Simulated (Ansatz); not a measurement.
# AlNi: the cost of one run

Computed with Ansatz 0.2.0 (DFT PBE, scalar-relativistic, plane waves, PAW, unless a step's input says otherwise).

## 1. Starting point

The structure is tetragonal, space group P4/mmm (No. 123). The conventional cell has a = 2.889 Å, b = 2.889 Å, c = 2.901 Å, α = 90.00°, β = 90.00°, γ = 90.00°. Around Al (site symmetry 4/mmm) lie 8 Ni at 2.51 Å. Ni (site symmetry 4/mmm) is surrounded by 8 Al at 2.51 Å.

Coordinates:

```cif
data_structure
_symmetry_space_group_name_H-M 'P 1'
_symmetry_Int_Tables_number 1
_cell_length_a 2.8890
_cell_length_b 2.8890
_cell_length_c 2.9011
_cell_angle_alpha 90.000
_cell_angle_beta 90.000
_cell_angle_gamma 90.000
_cell_volume 24.21
loop_
_atom_site_label
_atom_site_type_symbol
_atom_site_fract_x
_atom_site_fract_y
_atom_site_fract_z
_atom_site_occupancy
Al1 Al 0.00000 0.00000 0.00000 1
Ni1 Ni 0.50000 0.50000 0.50000 1
```

It goes back to an entry of the Materials Project, which need not be the stable form.

It is the result of an earlier relaxation at this level (volume 12.11 Å³/atom; gap on the mesh: none (metal)).

## 2. The reference cell

Reference values: F = -6378.5349 eV; pressure 0.03 GPa; largest force 0.000 eV/Å; gap on the mesh none (metal). It was computed beforehand with the settings of the runs below.

## 3. Next: a sublattice displacement scan

Every Al atom is moved by x along the Cartesian unit vector (0.000, 0.000, 1.000); the cell and all other atoms stay fixed. Forces below are components along that vector, summed over the moved atoms.

## 4. x = -0.300 Å

input.yaml reads:

```yaml
crystal:
  lattice:
    - [2.042809807, -2.042809807, 0.0]
    - [2.042809807, 2.042809807, 0.0]
    - [0.0, 0.0, 2.9011416498]
  atoms:
    - { symbol: Al, position: [0.0, 0.0, -0.1034075672] }
    - { symbol: Ni, position: [0.5, 0.5, 0.5] }
basis:
  ecutwfc: 420
kpoints:
  mp_grid: { grid: [20, 20, 20] }
hamiltonian:
  xc: pbe
scf:
  occupations: { method: gaussian, width: 0.15 }
output:
  forces: true
  stress: true
  eigenvalues: true
```

Command:

```
$ ansatz run input.yaml --threads 1 --pin off --max-ram 2560MiB --backend cpu --events-out ev --progress --plain --runs-dir out
```

**Question.** How long does this run take on 1 thread of AMD EPYC 7R43 (Zen 3), shared host, and how much memory does it need?

About 18 s, with a peak of 0.6 GiB.
